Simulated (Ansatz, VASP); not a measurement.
## C: VASP beside Ansatz

The input INCAR:

```
PREC = Accurate
ENCUT = 520
EDIFF = 1E-7
ISMEAR = 0
SIGMA = 0.05
LREAL = False
LASPH = True
NELM = 100
ALGO = Normal
ISIF = 2
LWAVE = False
LCHARG = True
GGA = PS
LELF = True
LVHAR = True
NBANDS = 11
```

The input KPOINTS:

```
Automatic mesh
0
Gamma
  14 14 14
```

File POSCAR:

```
C
1.0
    0.0000000000      2.0015836334      3.7807063496
    1.1555922435      0.0000000000      3.7807063496
    1.1555922435      2.0015836334      0.0000000000
C
2
Direct
    0.1666700000      0.8333300000      0.1666700000
    0.8333300000      0.1666700000      0.8333300000
```

Input for Ansatz:

```yaml
crystal:
  lattice:
    - [0.0, 2.0015836334, 3.7807063496]
    - [1.1555922435, 0.0, 3.7807063496]
    - [1.1555922435, 2.0015836334, 0.0]
  atoms:
    - { symbol: C, position: [0.16667, 0.83333, 0.16667] }
    - { symbol: C, position: [0.83333, 0.16667, 0.83333] }
basis:
  ecutwfc: 420
kpoints:
  mp_grid: { grid: [14, 14, 14] }
hamiltonian:
  xc: pbesol
scf:
  occupations: { method: gaussian, width: 0.05 }
output:
  forces: true
  stress: true
  eigenvalues: true
```

Alike in both runs: task single point; functional PBEsol; k mesh 14 × 14 × 14; occupations gaussian, width 0.05 eV; no spin polarisation.

|  | VASP | Ansatz |
| --- | --- | --- |
| version | VASP 6.6.1 | Ansatz 0.2.0 |
| potentials or method | VASP PAW PBE potentials, release 64 (C) | scalar-relativistic, plane waves, PAW |
| plane-wave cutoff (eV) | 520 | 420 |
| valence electrons in the cell | 8 | 8 |

```csv
,VASP,Ansatz,Ansatz less VASP
gap on the k mesh at the Fermi level (eV),1.02,1.02,+0.002
least direct gap on the mesh (eV),1.13,1.13,+0.002
```
